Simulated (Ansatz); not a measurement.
# From the elastic tensor of SrO to moduli and sound speeds

Computed with DFT PBE, scalar-relativistic, plane waves, PAW (Ansatz 0.2.0). Plane waves to 420 eV; Γ-centred k mesh 6×6×6; fixed occupations. No spin polarisation.

Space group R-3m (No. 166), trigonal, a = 3.614 Å, c = 27.984 Å. Sr on a site of symmetry -3m is surrounded by 6 O at 2.61 Å; Sr on a site of symmetry 3m is surrounded by 6 O at 2.58–2.61 Å; around O on a site of symmetry -3m lie 6 Sr at 2.58 Å; O on a site of symmetry 3m is surrounded by 6 Sr at 2.61 Å.

The structure comes from a generated guess, relaxed at this level; another structure or a mixture of phases may lie lower.

Relaxed-ion constants (GPa, on the Cartesian axes of the calculation):
```
158.1  50.3  30.6  -1.9   0.0   0.0
 50.3 158.1  30.6   1.9   0.0   0.0
 30.6  30.6 199.6   0.0   0.0   0.0
 -1.9   1.9   0.0  25.0   0.0   0.0
  0.0   0.0   0.0   0.0  25.0  -1.9
  0.0   0.0   0.0   0.0  -1.9  53.9
```

Density 4.893 g/cm³; 6 atoms in 105.50 Å³.

With S = C⁻¹: B_V = (C11+C22+C33+2(C12+C13+C23))/9, G_V = (C11+C22+C33−C12−C13−C23+3(C44+C55+C66))/15, 1/B_R = S11+S22+S33+2(S12+S13+S23), 15/G_R = 4(S11+S22+S33−S12−S13−S23)+3(S44+S55+S66); Hill is their mean. Then v_l = √((B+4G/3)/ρ), v_t = √(G/ρ), v_m = [(2/v_t³+1/v_l³)/3]^(−1/3) and Θ = (ħ/k_B)·v_m·(6π²n/V)^(1/3) for n atoms in the volume V; E = 9BG/(3B+G), ν = (3B−2G)/(2(3B+G)) and A^U = 5G_V/G_R + B_V/B_R − 6.

| Quantity | Value |
| --- | --- |
| Bulk modulus, Voigt / Reuss / Hill | 82.1 / 81.9 / 82.0 GPa |
| Shear modulus, Voigt / Reuss / Hill | 47.7 / 38.5 / 43.1 GPa |
| Young's modulus | 110 GPa |
| Poisson ratio | 0.276 |
| Pugh ratio B/G | 1.90 (over 1.75, the rule of thumb for ductile) |
| Universal anisotropy index | 1.20 |
| Longitudinal and transverse sound speeds | 5339 and 2969 m/s |
| Debye temperature from the mean sound speed | 379 K |
